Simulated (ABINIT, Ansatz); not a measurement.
**NaF (Villiaumite): bands and cutoff in G0W0 with ABINIT**

What does each rung of G0W0 on NaF (Villiaumite) cost, and what does it buy?

Method: PBE and many-body steps on it, plane waves, in ABINIT 10.8.3.

The database entry behind the starting cell differs from later determinations by our own check (0.1 to 0.3 % short, probably kX units), so it need not match the best structure at ambient conditions.

### Step 1. The starting structure

The structure is cubic, space group Fm-3m (No. 225). The conventional cell has a = 4.620 Å, b = 4.620 Å, c = 4.620 Å, α = 90.00°, β = 90.00°, γ = 90.00°. Na has 6 F at 2.31 Å nearest. Nearest to F lie 6 Na at 2.31 Å. Farther neighbours and most contacts between anions are not listed.

The cell and positions come from the Crystallography Open Database and are kept as given unless a step says otherwise.

### Step 2. Empty states on the mesh, 6×6×6 mesh, 463 bands

This step: ABINIT 10.8.3; DFT, PBE, plane waves, norm-conserving pseudopotentials.

The sums over transitions need many empty states on a uniform mesh; this step solves for them.

Input file run.abi:

```
acell 3*1.0 Angstrom
rprim 
  0.000000000000 2.310000000000 2.310000000000
  2.310000000000 0.000000000000 2.310000000000
  2.310000000000 2.310000000000 0.000000000000
ntypat 2
znucl 11 9
natom 2
typat 1 2
xred 
  0.000000000000 0.000000000000 0.000000000000
  0.500000000000 0.500000000000 0.500000000000
pp_dirpath "pseudos"
pseudos "Na.upf, F.upf"
ecut 38
ngkpt 6 6 6
nshiftk 1
shiftk 0 0 0
kptopt 1
chksymbreak 0
irdden 1
istwfk *1
nband 463
prtvol 0
optdriver 6
gwr_task "HDIAGO"
paral_kgb 0
occopt 1
indata_prefix "in"
outdata_prefix "out"
tmpdata_prefix "tmp"
```

Command:

```bash
> OMP_NUM_THREADS=1 mpirun -n 4 abinit run.abi > log
```

The log of the run:

```text
.Version 10.8.3 of ABINIT. v10.8.2 released Aug 2026.

 Symmetries : space group Fm -3 m (#225); Bravais cF (face-center cubic)
[... echo of the input left out ...]
== DATASET  1 ==================================================================
-   mpi_nproc: 4, omp_nthreads: 1 (-1 if OMP is not activated)

--- !DatasetInfo
iteration_state: {dtset: 1, }
dimensions: {natom: 2, nkpt: 16, mband: 463, nsppol: 1, nspinor: 1, nspden: 1, mpw: 1874, }
cutoff_energies: {ecut:  38.0, pawecutdg:  -1.0, }
[...]
Direct band gap semiconductor
 Fundamental gap:     6.390 (eV)
   VBM:    -1.330 (eV) at k: [ 0.0000E+00,  0.0000E+00,  0.0000E+00]
   CBM:     5.060 (eV) at k: [ 0.0000E+00,  0.0000E+00,  0.0000E+00]
 Direct gap:         6.390 (eV) at k: [ 0.0000E+00,  0.0000E+00,  0.0000E+00]

== END DATASET(S) ==============================================================
================================================================================

 -outvars: echo values of variables after computation  --------
           etotal      0.0000000000E+00
            nband         463
             nkpt          16
          spgroup         225
 [... the other variables as echoed above ...]

 Calculation completed.
```

The job ended after 19 s (4 MPI ranks of Intel Xeon Platinum 8488C (Sapphire Rapids), shared host; peak memory 1.1 GiB).

This step gave:

```yaml
gap: 6.390 eV
k_of_the_valence_top: 0, 0, 0
k_of_the_conduction_bottom: 0, 0, 0
least_direct_gap: 6.390 eV
k_points_computed: 16
lowest_point_of_the_top_converged_band_above_the_valence_top: 391.3185 eV
```

On this mesh the gap is 6.390 eV.

The density comes from a self-consistent run that is not shown.

### Step 3. Screening, 6×6×6 mesh, 63 bands, screening to 152.4 eV

The RPA dielectric matrix is built and inverted for each q.

This step: RPA screening on PBE, plane waves, norm-conserving pseudopotentials.

run.abi: that of step 2 with these lines changed.

```diff
@@ -20,10 +20,11 @@
 chksymbreak 0
-irdden 1
 istwfk *1
-nband 463
-prtvol 0
-optdriver 6
-gwr_task "HDIAGO"
-paral_kgb 0
 occopt 1
+irdwfk 1
+optdriver 3
+nband 63
+ecuteps 5.6
+inclvkb 2
+awtr 1
+symchi 1
 indata_prefix "in"
```

The log of the run:

```text
.Version 10.8.3 of ABINIT. v10.8.2 released Aug 2026.

 Symmetries : space group Fm -3 m (#225); Bravais cF (face-center cubic)
[... echo of the input left out ...]
== DATASET  1 ==================================================================
-   mpi_nproc: 4, omp_nthreads: 1 (-1 if OMP is not activated)

--- !DatasetInfo
iteration_state: {dtset: 1, }
dimensions: {natom: 2, nkpt: 16, mband: 63, nsppol: 1, nspinor: 1, nspden: 1, mpw: 1874, }
cutoff_energies: {ecut:  38.0, pawecutdg:  -1.0, }
electrons: {nelect:   1.60000000E+01, charge:   0.00000000E+00, occopt:   1.00000000E+00, tsmear:   1.00000000E-02, }

 SCREENING: Calculation of the susceptibility and dielectric matrices

 Based on a program developped by R.W. Godby, V. Olevano, G. Onida, and L. Reining.
 Incorporated in ABINIT by V. Olevano, G.-M. Rignanese, and M. Torrent.
.Using double precision arithmetic ; gwpc =  8

[... cell and pseudopotentials left out ...]
--------------------------------------------------------------------------------

 ==== K-mesh for the wavefunctions ====
 Number of points in the irreducible wedge :    16
[... list of points left out ...]
 Together with 48 symmetry operations and time-reversal symmetry
 yields   216 points in the full Brillouin Zone.

 ==== Q-mesh for the screening function ====
 Number of points in the irreducible wedge :    16
[... list of points left out ...]
 Together with 48 symmetry operations and time-reversal symmetry
 yields   216 points in the full Brillouin Zone.

 setmesh: FFT mesh size selected  =    24x   24x   24
          total number of points  =        13824

 vcoul_init : cutoff-mode = AUXILIARY_FUNCTION
 q-points for optical limit:   1
     1)      0.000010    0.000020    0.000030

- screening: taking advantage of time-reversal symmetry
- Maximum band index for partially occupied states nbvw = 8
- Remaining bands to be divided among processors   nbcw = 55
- Number of bands treated by each node ~13

 Number of electrons calculated from density =   16.0000; Expected =   16.0000
 average of density, n =  0.096174
 r_s =    1.3540
 omega_plasma =   29.9147 [eV]

 calculating chi0 at frequencies [eV] :
  1    0.000000E+00    0.000000E+00
  2    0.000000E+00    2.991468E+01

--------------------------------------------------------------------------------
  q-point number  1        q = ( 0.000000, 0.000000, 0.000000) [r.l.u.]
--------------------------------------------------------------------------------
[... chi0 elements left out ...]
 For q-point:  0.000010 0.000020 0.000030
  dielectric constant =   1.7984
  dielectric constant without local fields =   1.8912

  Average fulfillment of the sum rule on Im[epsilon] for q-point    1 :     51.78  [%]
[... wings left out ...]
  q-point number  2        q = ( 0.166667, 0.000000, 0.000000) [r.l.u.]
--------------------------------------------------------------------------------
[... chi0 elements left out ...]
  Average fulfillment of the sum rule on Im[epsilon] for q-point    2 :     69.41  [%]

 [... 14 further q-points ...]
```

Run time: 44 s. Hardware: 4 MPI ranks; peak memory 0.7 GiB.

This step gave:

```
ε∞ with local fields, on this mesh, along the program's q direction : 1.798
the same without local fields                                       : 1.891
plasma frequency                                                    : 29.91 eV
plane waves in the screening matrix                                 : 113
```

Local fields lower ε∞ by 5 %.

### Step 4. 63 bands, 152.4 eV

The self-energy is evaluated for the states that the input lists, and the levels follow from it, in one-shot runs by the linearised quasiparticle equation.

This step: G0W0 on PBE, plane waves, norm-conserving pseudopotentials.

run.abi: that of step 3 with these lines changed.

```diff
@@ -23,8 +23,15 @@
 irdwfk 1
-optdriver 3
+optdriver 4
 nband 63
+gwcalctyp 0
+ecutsigx 38
+symsigma 1
+nkptgw 1
+kptgw 
+  0.0000000000 0.0000000000 0.0000000000
+bdgw 
+  6 12
 ecuteps 5.6
-inclvkb 2
-awtr 1
-symchi 1
+irdscr 1
+ppmodel 1
 indata_prefix "in"
```

The log of the run:

```text
.Version 10.8.3 of ABINIT. v10.8.2 released Aug 2026.

 Symmetries : space group Fm -3 m (#225); Bravais cF (face-center cubic)
[... echo of the input left out ...]
== DATASET  1 ==================================================================
-   mpi_nproc: 4, omp_nthreads: 1 (-1 if OMP is not activated)

--- !DatasetInfo
iteration_state: {dtset: 1, }
dimensions: {natom: 2, nkpt: 16, mband: 63, nsppol: 1, nspinor: 1, nspden: 1, mpw: 1874, }
cutoff_energies: {ecut:  38.0, pawecutdg:  -1.0, }
electrons: {nelect:   1.60000000E+01, charge:   0.00000000E+00, occopt:   1.00000000E+00, tsmear:   1.00000000E-02, }

 SIGMA: Calculation of the GW corrections

 Based on a program developped by R.W. Godby, V. Olevano, G. Onida, and L. Reining.
 Incorporated in ABINIT by V. Olevano, G.-M. Rignanese, and M. Torrent.
.Using double precision arithmetic ; gwpc =  8

[... cell and pseudopotentials left out ...]
--------------------------------------------------------------------------------

 ==== K-mesh for the wavefunctions ====
 Number of points in the irreducible wedge :    16
[... list of points left out ...]
 Together with 48 symmetry operations and time-reversal symmetry
 yields   216 points in the full Brillouin Zone.

 ==== Q-mesh for screening function ====
 Number of points in the irreducible wedge :    16
[... list of points left out ...]
 Together with 48 symmetry operations and time-reversal symmetry
 yields   216 points in the full Brillouin Zone.

 vcoul_init : cutoff-mode = AUXILIARY_FUNCTION
 q-points for optical limit:   1
     1)      0.000010    0.000020    0.000030
 setmesh: FFT mesh size selected  =    36x   36x   36
          total number of points  =        46656

 Number of electrons calculated from density =   16.0000; Expected =   16.0000
 average of density, n =  0.096174
 r_s =    1.3540
 omega_plasma =   29.9147 [eV]

 === KS Band Gaps ===
  >>>> For spin  1
   Minimum direct gap =   6.3895 [eV], located at k-point      :   0.0000  0.0000  0.0000
   Fundamental gap    =   6.3895 [eV], Top of valence bands at :   0.0000  0.0000  0.0000
                                       Bottom of conduction at :   0.0000  0.0000  0.0000
 SIGMA fundamental parameters:
 PLASMON POLE MODEL  1
 number of plane-waves for SigmaX                 1837
 number of plane-waves for SigmaC and W            113
 number of plane-waves for wavefunctions          1837
 number of bands                                    63
 number of independent spin polarizations            1
 number of spinorial components                      1
 number of k-points in IBZ                          16
 number of q-points in IBZ                          16
 number of symmetry operations                      48
 number of k-points in BZ                          216
 number of q-points in BZ                          216
 number of frequencies for dSigma/dE                 9
 frequency step for dSigma/dE [eV]                0.25
 number of omega for Sigma on real axis              0
 max omega for Sigma on real axis  [eV]           0.00
 zcut for avoiding poles [eV]                     0.10

 EPSILON^-1 parameters (SCR file):
 dimension of the eps^-1 matrix on file            113
 dimension of the eps^-1 matrix used               113
 number of plane-waves for wavefunctions          1837
 number of bands                                    63
 number of q-points in IBZ                          16
 number of frequencies                               2
 number of real frequencies                          1
 number of imag frequencies                          1

 matrix elements of self-energy operator (all in [eV])

 Perturbative Calculation

--- !SelfEnergy_ee
iteration_state: {dtset: 1, }
kpoint     : [   0.000,    0.000,    0.000, ]
spin       : 1
KS_gap     :    6.390
QP_gap     :   10.414
Delta_QP_KS:    4.024
data: !SigmaeeData |
     Band     E0 <VxcDFT>   SigX SigC(E0)      Z dSigC/dE  Sig(E)    E-E0       E
        6  -1.330 -22.508 -30.235   4.562   0.825  -0.212 -25.120  -2.612  -3.942
        7  -1.330 -22.508 -30.235   4.562   0.825  -0.212 -25.120  -2.612  -3.942
        8  -1.330 -22.508 -30.235   4.562   0.825  -0.212 -25.120  -2.612  -3.942
        9   5.060  -9.465  -5.324  -2.583   0.906  -0.104  -8.054   1.412   6.472
       10  17.827  -7.169  -2.170  -3.096   0.903  -0.108  -5.451   1.718  19.545
       11  17.827  -7.169  -2.170  -3.096   0.903  -0.108  -5.451   1.718  19.545
       12  17.827  -7.169  -2.170  -3.096   0.903  -0.108  -5.451   1.718  19.545

== END DATASET(S) ==============================================================
================================================================================

 -outvars: echo values of variables after computation  --------
           etotal      0.0000000000E+00
            nband          63
             nkpt          16
          spgroup         225
 [... the other variables as echoed above ...]

 Calculation completed.
```

Elapsed: 3.5 s, on 4 MPI ranks; peak memory 0.6 GiB.

This step gave:

| Property | Result |
| --- | --- |
| G0W0 gap on the points computed | 10.41 eV |
| starting gap on the mesh | 6.390 eV |
| k of the valence top | 0, 0, 0 |
| k of the conduction bottom | 0, 0, 0 |
| Z at the valence top | 0.825 |
| Z at the conduction bottom | 0.906 |
| least direct G0W0 gap on the computed points | 10.41 eV |

The gap on the mesh goes from 6.39 eV to 10.41 eV, a correction of +4.02 eV.

### Step 5. Screening, 6×6×6 mesh, 190 bands, screening to 283 eV

This step: RPA screening on PBE, plane waves, norm-conserving pseudopotentials.

run.abi: that of step 4 with these lines changed.

```diff
@@ -23,15 +23,8 @@
 irdwfk 1
-optdriver 4
-nband 63
-gwcalctyp 0
-ecutsigx 38
-symsigma 1
-nkptgw 1
-kptgw 
-  0.0000000000 0.0000000000 0.0000000000
-bdgw 
-  6 12
-ecuteps 5.6
-irdscr 1
-ppmodel 1
+optdriver 3
+nband 190
+ecuteps 10.4
+inclvkb 2
+awtr 1
+symchi 1
 indata_prefix "in"
```

The log of the run:

```text
.Version 10.8.3 of ABINIT. v10.8.2 released Aug 2026.

 Symmetries : space group Fm -3 m (#225); Bravais cF (face-center cubic)
[... echo of the input left out ...]
== DATASET  1 ==================================================================
-   mpi_nproc: 4, omp_nthreads: 1 (-1 if OMP is not activated)

--- !DatasetInfo
iteration_state: {dtset: 1, }
dimensions: {natom: 2, nkpt: 16, mband: 190, nsppol: 1, nspinor: 1, nspden: 1, mpw: 1874, }
cutoff_energies: {ecut:  38.0, pawecutdg:  -1.0, }
electrons: {nelect:   1.60000000E+01, charge:   0.00000000E+00, occopt:   1.00000000E+00, tsmear:   1.00000000E-02, }

 SCREENING: Calculation of the susceptibility and dielectric matrices

 Based on a program developped by R.W. Godby, V. Olevano, G. Onida, and L. Reining.
 Incorporated in ABINIT by V. Olevano, G.-M. Rignanese, and M. Torrent.
.Using double precision arithmetic ; gwpc =  8

[... cell and pseudopotentials left out ...]
--------------------------------------------------------------------------------

 ==== K-mesh for the wavefunctions ====
 Number of points in the irreducible wedge :    16
[... list of points left out ...]
 Together with 48 symmetry operations and time-reversal symmetry
 yields   216 points in the full Brillouin Zone.

 ==== Q-mesh for the screening function ====
 Number of points in the irreducible wedge :    16
[... list of points left out ...]
 Together with 48 symmetry operations and time-reversal symmetry
 yields   216 points in the full Brillouin Zone.

 setmesh: FFT mesh size selected  =    25x   25x   25
          total number of points  =        15625

 vcoul_init : cutoff-mode = AUXILIARY_FUNCTION
 q-points for optical limit:   1
     1)      0.000010    0.000020    0.000030

- screening: taking advantage of time-reversal symmetry
- Maximum band index for partially occupied states nbvw = 8
- Remaining bands to be divided among processors   nbcw = 182
- Number of bands treated by each node ~45

 Number of electrons calculated from density =   16.0000; Expected =   16.0000
 average of density, n =  0.096174
 r_s =    1.3540
 omega_plasma =   29.9147 [eV]

 calculating chi0 at frequencies [eV] :
  1    0.000000E+00    0.000000E+00
  2    0.000000E+00    2.991468E+01

--------------------------------------------------------------------------------
  q-point number  1        q = ( 0.000000, 0.000000, 0.000000) [r.l.u.]
--------------------------------------------------------------------------------
[... chi0 elements left out ...]
 For q-point:  0.000010 0.000020 0.000030
  dielectric constant =   1.7986
  dielectric constant without local fields =   1.9010

  Average fulfillment of the sum rule on Im[epsilon] for q-point    1 :     83.19  [%]
[... wings left out ...]
  q-point number  2        q = ( 0.166667, 0.000000, 0.000000) [r.l.u.]
--------------------------------------------------------------------------------
[... chi0 elements left out ...]
  Average fulfillment of the sum rule on Im[epsilon] for q-point    2 :     94.18  [%]

 [... 14 further q-points ...]
```

It took 2.5 min on 4 MPI ranks; peak memory 1.4 GiB; 9.9 min of CPU time.

Numbers from this step:

```
ε∞ with local fields, on this mesh, along the program's q direction : 1.799
the same without local fields                                       : 1.901
plasma frequency                                                    : 29.91 eV
plane waves in the screening matrix                                 : 283
```

[end of part 1 of 2]

[Paths, hosts, dates, memory and timing lines, banners, echoed tables and standing remarks are left out of the program output.]

[Logs are printed without paths, hosts, clocks, repeated set-up lines and the standing remarks that a program may print on its own settings, such as how far it seeks lower states.]

[Runs of the session that timed out or met a known fault of the program may be left out.]

[Hosts, paths, dates, database ids (printed as entryN), source tags and the programs' standing remarks are cut or masked in the printed files.]

[G0W0 gaps are taken among the corrected bands and points alone; a level outside them can change the order at an edge.]

[Where Ansatz stands beside ABINIT at settings called matched, ABINIT's density can come from a denser mesh and the files from another edition; pairs whose starting gaps differed by over 0.03 eV were left out, so agreement reads better than it is.]
